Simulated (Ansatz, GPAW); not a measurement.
# Ballistic transport through a Sb chain with a Ge atom bridging one bond, cheap and dear, part 2 of 2

Aim: T(E), conductance and thermopower of a Sb chain with a Ge atom bridging one bond, and what cheaper settings cost in accuracy.

GPAW 26.7.0 and Ansatz 0.2.0; Ansatz plane waves; Landauer transmission by layers, zero bias (the session's first sound run).

So far, transmission at the Fermi level (one spin): step 2 (plane-wave reference (PBE)) 1.97; step 4 (GPAW, dzp, PBE, GPAW) 1.95; step 5 (single-zeta polarised basis, PBE, GPAW) 1.94; step 6 (minimal basis, PBE, GPAW) 1.94; step 7 (LDA in the dzp basis: xc = "LDA") 1.95.

## Step 10: Grid spacing 0.16, smearing 0.01, potential alignment off: h = 0.16, width = 0.01 and align = false

The real-space grid carries density and potential; a coarse one breaks translation symmetry along the lead and scatters electrons that should pass. Smearing helps the SCF of a metal converge, but it blurs occupations at band edges near the Fermi level. Without the shift, lead and junction are matched by their Fermi levels alone.

This step: GPAW LCAO, PAW setups; Landauer transmission from Green's functions with principal layers (ASE), zero bias (GPAW 26.7.0).

Input file run.py:

```python
import json
import numpy as np
from ase import Atoms
from ase.transport.calculators import TransportCalculator
from gpaw import GPAW, FermiDirac
from gpaw.lcao.tools import get_lcao_hamiltonian
from scipy.linalg import eigh

# The junction with lead layers at both ends, along the third cell vector
device = Atoms(
    ['Sb', 'Sb', 'Sb', 'Sb', 'Ge', 'Sb', 'Sb', 'Sb', 'Sb'],
    positions=[
        [4.50000, 4.50000, 1.37500],
        [4.50000, 4.50000, 4.12500],
        [4.50000, 4.50000, 6.87500],
        [4.50000, 4.50000, 9.62500],
        [6.57570, 4.50000, 11.10000],
        [4.50000, 4.50000, 12.57500],
        [4.50000, 4.50000, 15.32500],
        [4.50000, 4.50000, 18.07500],
        [4.50000, 4.50000, 20.82500]],
    cell=[[9.0, 0.0, 0.0], [0.0, 9.0, 0.0], [0.0, 0.0, 22.2]],
    pbc=True)

# One principal layer of the lead: the first 2 atoms of the device
lead = Atoms(
    ['Sb', 'Sb'],
    positions=[
        [4.50000, 4.50000, 1.37500],
        [4.50000, 4.50000, 4.12500]],
    cell=[[9.0, 0.0, 0.0], [0.0, 9.0, 0.0], [0.0, 0.0, 5.5]],
    pbc=True)

settings = dict(mode='lcao', basis='dzp', xc='PBE', h=0.16,
                occupations=FermiDirac(0.01), maxiter=250,
                mixer=dict(beta=0.1, nmaxold=8, weight=100.0),
                convergence=dict(density=0.0001))
energies = np.arange(-3, 3 + 1e-9, 0.075)
eta = 0.0001
n1, n2 = 1, 1
# k and -k transmit alike, so half of the mesh across the current serves
mesh = [(i, j) for i in range(n1) for j in range(n2) if (i, j) <= (-i % n1, -j % n2)]
weights = np.array([1 if (i, j) == (-i % n1, -j % n2) else 2 for i, j in mesh]) / (n1 * n2)

# [... helper functions left out ...]
fermi_lead = ground_state(lead, (1, 1, 20), 'lead.txt')
fermi_device = ground_state(device, (1, 1, 4), 'device.txt')
# [... loop over the mesh left out, but for ...]
        # Lead and device are aligned by their Fermi levels alone
        shift = 0.0
# [...]
kT = 8.617333e-5 * 77
bias = [0.1, 0.2, 0.5, 1.0, 1.5, 2.0]
# [... integrals and printing left out ...]
```

Command:

```bash
$ OMP_NUM_THREADS=1 OPENBLAS_NUM_THREADS=2 python run.py
```

Elapsed: 38 s, on 2 threads of Arm Neoverse V2, shared host; peak memory 1.4 GiB.

Numbers from this step:

```yaml
conductance: 1.914 G₀
largest_coupling_past_the_next_principal_layer: 7.85e-5 eV
largest_misfit_of_the_first_principal_layer: 0.1803 eV
shift_that_aligns_the_lead: 0 eV
transmission_at_the_fermi_level_one_spin: 1.914
```

One spin. Transmission, zone mean against energy, zero at the Fermi level:

energy (eV), transmission, zone mean and a bar:
```
    -3.00       0.88 #############
    -2.77       0.87 ############
    -2.55       0.85 ############
    -2.40       0.83 ############
    -2.17       0.76 ###########
    -1.95       0.55 ########
    -1.73       0.06 
    -1.57       0.97 ##############
    -1.50       1.94 #############################
    -1.35       1.70 #########################
    -1.12       1.90 ############################
    -0.90       1.93 #############################
    -0.75       1.91 ############################
    -0.53       1.86 ############################
    -0.30       1.86 ############################
    -0.07       1.90 ############################
     0.00       1.91 #############################
     0.07       1.93 #############################
     0.30       1.98 ##############################
     0.53       2.01 ##############################
     0.60       2.01 ##############################
     0.75       2.00 ##############################
     0.90       1.99 ##############################
     1.12       1.96 #############################
     1.35       1.96 #############################
     1.57       2.00 ##############################
     1.73       1.98 ##############################
     1.95       1.02 ###############
     2.17       0.99 ##############
     2.40       0.99 ##############
     2.55       0.99 ##############
     2.77       0.99 ##############
     3.00       0.99 ##############
```

Not self-consistent under bias; the bias window is split evenly. The current through one cell, from the zero-bias transmission by bias:

```tsv
bias (V)	current through one cell, from the zero-bias transmission (μA)
0.100	14.8
0.200	29.7
0.500	74.2
1.000	149
1.500	224
2.000	300
```

Table of transmission of the three most open eigenchannels by energy, zero at the Fermi level:

```tsv
energy (eV)	channel 1	channel 2	channel 3
-3.0000	0.885	3.8e-11	0
-2.7750	0.869	3.8e-11	0
-2.4750	0.838	3.7e-11	0
-2.2500	0.787	3.7e-11	0
-2.0250	0.651	3.7e-11	1.9e-12
-1.7250	0.0573	1.1e-8	2.2e-10
-1.5000	0.876	0.734	0.333
-1.2750	0.706	0.573	0.504
-0.9750	0.929	0.863	0.133
-0.7500	0.945	0.938	0.0241
-0.5250	0.944	0.921	1.1e-4
-0.2250	0.971	0.877	0.0234
0.0000	0.982	0.897	0.0346
0.2250	0.985	0.943	0.0391
0.5250	0.984	0.977	0.0448
0.7500	0.982	0.973	0.0485
0.9750	0.982	0.949	0.0456
1.2750	0.985	0.941	0.0277
1.5000	0.993	0.987	0.0134
1.7250	0.989	0.989	0.00489
2.0250	0.992	9.5e-4	2.5e-4
2.2500	0.992	2.7e-11	2.2e-12
2.4750	0.992	2.7e-11	0
2.7750	0.991	2.6e-11	0
3.0000	0.990	2.5e-11	0
```

The conductance, 1.91 G₀, lies 2.0 % below that of the dzp run.

## Step 11: Potential alignment off, broadening 0.05, temperature 700

Without the shift, lead and junction are matched by their Fermi levels alone. The broadening keeps the Green's functions finite; too large a value absorbs electrons where channels are open and leaks them where none are. Temperature enters only through the Fermi window.

run.py, as its differences from that of step 10:

```diff
@@ -33,4 +33,4 @@
 
-settings = dict(mode='lcao', basis='dzp', xc='PBE', h=0.16,
-                occupations=FermiDirac(0.01), maxiter=250,
+settings = dict(mode='lcao', basis='dzp', xc='PBE', h=0.2,
+                occupations=FermiDirac(0.1), maxiter=250,
                 mixer=dict(beta=0.1, nmaxold=8, weight=100.0),
@@ -38,3 +38,3 @@
 energies = np.arange(-3, 3 + 1e-9, 0.075)
-eta = 0.0001
+eta = 0.05
 n1, n2 = 1, 1
@@ -51,3 +51,3 @@
 # [...]
-kT = 8.617333e-5 * 77
+kT = 8.617333e-5 * 700
 bias = [0.1, 0.2, 0.5, 1.0, 1.5, 2.0]
```

Run time: 22 s. Hardware: 2 threads; peak memory 0.77 GiB.

The run finished with changed settings (align = false, eta = 0.05 and temperature = 700); it serves as a test.

Side by side:

```tsv
quantity	this run	sound run	difference
conductance (G₀)	1.3858	1.9532	-0.567
largest misfit of the first principal layer (eV)	0.033998	0.028044	0.00595
shift that aligns the lead (eV)	0	-0.019881	0.0199
transmission at the Fermi level (one spin)	1.3874	1.9533	-0.566
```

One result that differs is the conductance, 1.39 G₀ against 1.95 G₀.

## Step 12: Summary of results

- conductance: 1.95 G₀
- transmission at the Fermi level, mean of the spins: 1.95
- thermopower: about 0 (under 1.5 μV/K)

What this shows: In the dzp basis the junction conducts 1.95 G₀ at 77 K, with T = 1.95 a spin at the Fermi level; the sz basis reaches that conductance within 10 %. Plane waves (PBE) give T = 1.97 there. At the Fermi level the three most open eigenchannels pass 0.97, 0.94 and 0.035. Measured against the first run (pw-pbe), the nearest curve is that of dzp-LDA (r.m.s. 0.094) and the farthest that of sz (0.21). Over the compared runs wall time goes from 14 s (sz) to 136 s (pw-low), on a shared host. The geometry was built from estimated bond lengths and not relaxed, so the numbers describe this model structure. Spin-orbit coupling is left out, which matters for the heavy atoms here. An evenly spaced straight chain is an idealisation: free chains tend to dimerise, zigzag or, where a band edge lies near the Fermi level, turn magnetic. The currents use the zero-bias T(E) throughout, which holds only while the bias is small against the distance to the nearest feature. The energy step is wider than the thermal energy, so the conductance and thermopower rest on interpolation of T(E).

[Logs are printed without paths, hosts, clocks, repeated set-up lines and the standing remarks that a program may print on its own settings, such as how far it seeks lower states.]

[Hosts, paths, dates, database ids (printed as entryN), source tags and the programs' standing remarks are cut or masked in the printed files.]
